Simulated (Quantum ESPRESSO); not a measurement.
## BN: dielectric tensor with PBE

Crystal: BN.

```
N B
1.0
     2.55394    0.00000    0.00000
    -1.27697    2.21178    0.00000
     0.00000    0.00000    4.22685
N B
2 2
Direct
  0.33333 0.66667 0.12528
  0.66667 0.33333 0.62528
  0.33333 0.66667 0.49972
  0.66667 0.33333 0.99972
```

Measurements of this composition are mostly on another form, of space group No. 194.

```json
{"Program": "Quantum ESPRESSO 7.5", "Task": "dielectric tensor", "Functional": "PBE", "Potentials or basis": "GBRV 1.5 PBE", "Cutoff": "612 eV", "Density cutoff": "4898 eV", "k mesh": "8 × 8 × 4, shifted", "Occupations": "fermi-dirac, width 0.05 eV", "Spin": "no spin polarisation", "Mixing beta": "0.5", "Most SCF iterations": "120", "SCF threshold": "8e-10 Ry"}
```

| Item | Value |
| --- | --- |
| Pressure | -0.1 GPa |
| Largest force | 0.018 eV/Å |
| Electronic dielectric tensor (diagonal) | 4.57, 4.57, 4.73 |
| Born charges (mean of the diagonal) | N -1.89; B +1.89 e |

Forces in eV/Å, atoms in the order of the input:
```
N    0.000  0.000 -0.018
N    0.000  0.000 -0.018
B    0.000  0.000  0.018
B    0.000  0.000  0.018
```

Stress tensor (GPa, compression positive):
```
 0.09  0.00  0.00
 0.00  0.09  0.00
 0.00  0.00 -0.60
```

Levels at points of the mesh, in eV from the valence-band top:
```csv
k point,band 4,band 5,band 6,band 7,band 8,band 9,band 10,band 11,band 12,band 13
"(0.00, 0.00, 0.12)",-1.94,-1.94,-0.69,0.00,0.00,8.55,8.55,8.87,9.54,10.88
```

Electronic dielectric tensor:
```
4.57 0.00 0.00
0.00 4.57 0.00
0.00 0.00 4.73
```

Born effective charge tensors (e):
atom 1, N
```
-1.86  0.00  0.00
 0.00 -1.86  0.00
 0.00  0.00 -1.95
```
atom 2, N
```
-1.86  0.00  0.00
 0.00 -1.86  0.00
 0.00  0.00 -1.95
```
atom 3, B
```
1.85 0.00 0.00
0.00 1.85 0.00
0.00 0.00 1.95
```
atom 4, B
```
1.85 0.00 0.00
0.00 1.85 0.00
0.00 0.00 1.95
```

Wall time 21 s on 1 thread of Intel(R) Xeon(R) 6975P-C (Granite Rapids) (shared host), peak memory 0.06 GiB.
